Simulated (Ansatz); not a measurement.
# C: pressure up to the limit of the methods

One table from this session's results is given with a row withheld; the runs are named, their logs left out.

Method: DFT PBE, with the methods named in each step, in Ansatz 0.2.0.

## Starting point

It takes space group Im-3m (No. 229, cubic). Conventional cell: a = 2.351 Å, b = 2.351 Å, c = 2.351 Å, α = 90.00°, β = 90.00°, γ = 90.00°. Around C (site symmetry m-3m) lie 8 C at 2.04 Å.

Coordinates:

```
CELL_PARAMETERS angstrom
-1.17567 1.17567 1.17567
1.17567 -1.17567 1.17567
1.17567 1.17567 -1.17567
ATOMIC_POSITIONS crystal
C 0.00000 0.00000 0.00000
```

Whether this phase is the stable one at these pressures isn't tested.

Set-up of the first run:

File input.yaml:

```yaml
crystal:
  lattice:
    - [-1.1756673439, 1.1756673439, 1.1756673439]
    - [1.1756673439, -1.1756673439, 1.1756673439]
    - [1.1756673439, 1.1756673439, -1.1756673439]
  atoms:
    - { symbol: C, position: [0.0, 0.0, 0.0] }
kpoints:
  mp_grid: { grid: [25, 25, 25] }
scf:
  occupations: { method: fermi_dirac, width: 0.1 }
hamiltonian:
  xc: pbe
  pseudopotentials: { kind: paw }
output:
  forces: true
  stress: true
relax:
  f_tol: 0.005
  max_steps: 40
  cell: {}
```

On the command line:

```console
> ansatz run input.yaml --threads 1 --pin off --max-ram 2048MiB --backend cpu --events-out ev --progress --plain --runs-dir out
```

Steps of the session up to this table: Cell relaxed at zero pressure, PAW; Volume scaled by 1, PAW; Volume scaled by 0.95, PAW; Volume scaled by 0.95, PAW (level accurate); Volume scaled by 0.85, PAW; Volume scaled by 0.85, PAW (core large); Volume scaled by 0.75, PAW; Volume scaled by 0.65, PAW; Volume scaled by 0.55, PAW; Volume scaled by 0.45, PAW; Volume scaled by 0.4, PAW; Volume scaled by 0.4, PAW (source ansatz).

One of the session's tables, all rows but one given; the rest of the session is left out.

| method | volume over the first | volume (Å³/atom) | pressure (GPa) |
| --- | --- | --- | --- |
| PAW | 1 | 6.691 | 0.00 |
| PAW | 0.95 | 6.356 | 10.33 |
| PAW | 0.85 | 5.687 | 41.92 |
| PAW | 0.75 | 5.018 | 95.70 |
| PAW | 0.65 | ? | ? |
| PAW | 0.55 | 3.680 | 362.75 |
| PAW | 0.45 | 3.011 | 702.05 |
| PAW | 0.4 | 2.676 | 1005.84 |
| PAW (core large) | 0.85 | 5.687 | 41.92 |
| PAW (level accurate) | 0.95 | 6.356 | 10.35 |
| PAW (source ansatz) | 0.4 | 2.676 | 1009.62 |

Q: Estimate the row for PAW, 0.65 from the others.

**Answer.** volume (Å³/atom): 4.349; pressure (GPa): 189.78. In the column «volume (Å³/atom)» it lies between PAW, 0.55 (3.680) and PAW, 0.75 (5.018).

Limits of these values: Warnings in the runs' records: written density without core change.
